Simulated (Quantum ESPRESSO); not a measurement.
## Ru in Quantum ESPRESSO: the effect of dispersion

Crystal: Ru.

```xyz
2
Lattice="2.7058 0.0000 0.0000 -1.3529 2.3433 0.0000 0.0000 0.0000 4.2819" Properties=species:S:1:pos:R:3 pbc="T T T"
Ru    1.3529    0.7811    3.2114
Ru    0.0000    1.5622    1.0705
```

Alike in all runs:

```yaml
Program: Quantum ESPRESSO 7.5
Task: phonons
Potentials_or_basis: GBRV 1.5 PBE
Cutoff: 612 eV
Density_cutoff: 4898 eV
k_mesh: 8 × 8 × 4
Occupations: cold, width 0.2 eV
Spin: no spin polarisation
```

Each run relaxes the cell or the atoms first.

```csv
dispersion,functional,relaxed volume (Å³/atom),highest phonon frequency (cm⁻¹)
none,PBE,13.73,257
D2,PBE,13.25,278
D3(BJ) two-body,PBE,13.41,274
rVV10,rPW86PBE,?,?
rev-vdW-DF2,rev-vdW-DF2,13.55,266
```

What does the run with dispersion rVV10 give?

Relaxed volume 14.08 Å³/atom; highest phonon frequency 257 cm⁻¹.

Caveats: all runs use coarse meshes; the mesh is thin for the phonons of a metal; pairwise dispersion overbinds metals, which lowers pressure and volume (some runs); the potentials were made for another functional, which shifts forces and pressure (some runs).
